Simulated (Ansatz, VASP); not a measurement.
Given: the input of a run of VASP 6.6.1 on TiAl3.

Contents of INCAR:

```
ALGO = Fast
EDIFF = 1E-6
ENCUT = 520
GGA = PS
ISIF = 2
ISMEAR = -1
LASPH = T
LCHARG = F
LREAL = F
LWAVE = F
NBANDS = 18
NELM = 80
PREC = Accurate
SIGMA = 0.05
```

KPOINTS

```
k-points
0
Gamma
  7 7 7
```

Contents of POSCAR:

```
TiAl3
1.0
    3.8749206071      0.0000000000      0.0000000000
    0.0000000000      3.8749206071      0.0000000000
    0.0000000000      0.0000000000      3.8749206071
Ti Al
1 3
Direct
    0.0000000000      0.0000000000      0.0000000000
    0.0000000000      0.5000000000      0.5000000000
    0.5000000000      0.0000000000      0.5000000000
    0.5000000000      0.5000000000      0.0000000000
```

Potentials or basis: VASP PAW PBE potentials, release 64 (Ti_sv, Al).

Command:

```sh
$ cat potpaw_PBE.64/Ti_sv/POTCAR potpaw_PBE.64/Al/POTCAR > POTCAR
$ mpirun -np 1 vasp_std > vasp.out
```

**Question.** Translate it to Ansatz 0.2.0. Potentials there: all-electron LAPW, scalar-relativistic.

**Answer.** As run (the cutoff follows the program's own potentials):

Contents of input.yaml:

```yaml
crystal:
  lattice:
    - [3.8749206071, 0.0, 0.0]
    - [0.0, 3.8749206071, 0.0]
    - [0.0, 0.0, 3.8749206071]
  atoms:
    - { symbol: Ti, position: [0.0, 0.0, 0.0] }
    - { symbol: Al, position: [0.0, 0.5, 0.5] }
    - { symbol: Al, position: [0.5, 0.0, 0.5] }
    - { symbol: Al, position: [0.5, 0.5, 0.0] }
kpoints:
  mp_grid: { grid: [7, 7, 7] }
scf:
  occupations: { method: fermi_dirac, width: 0.05 }
hamiltonian:
  xc: pbesol
  pseudopotentials: { kind: all_electron, lapw: { basis_error: 0.001 } }
output:
  forces: true
  stress: true
  eigenvalues: true
```

Potentials or basis: all-electron LAPW, scalar-relativistic.

Run with:

```console
$ ansatz run input.yaml --threads 2 --pin off --max-ram 8192MiB --backend cpu --events-out ev --progress --plain --runs-dir out
```

Both were run:

|  | VASP | Ansatz | Ansatz less VASP |
| --- | --- | --- | --- |
| gap on the k mesh at the Fermi level (eV) | none | none | - |
| pressure (GPa) | 7.2 | 7.0 | -0.20 |

A gap of «none» marks a metal or a gap that the smearing closes. Ansatz ran all-electron here, so the differences hold the error of VASP's frozen core and of both bases.

Caveats: the PAW data sets were made with another functional, which shifts forces and pressure a little (VASP).
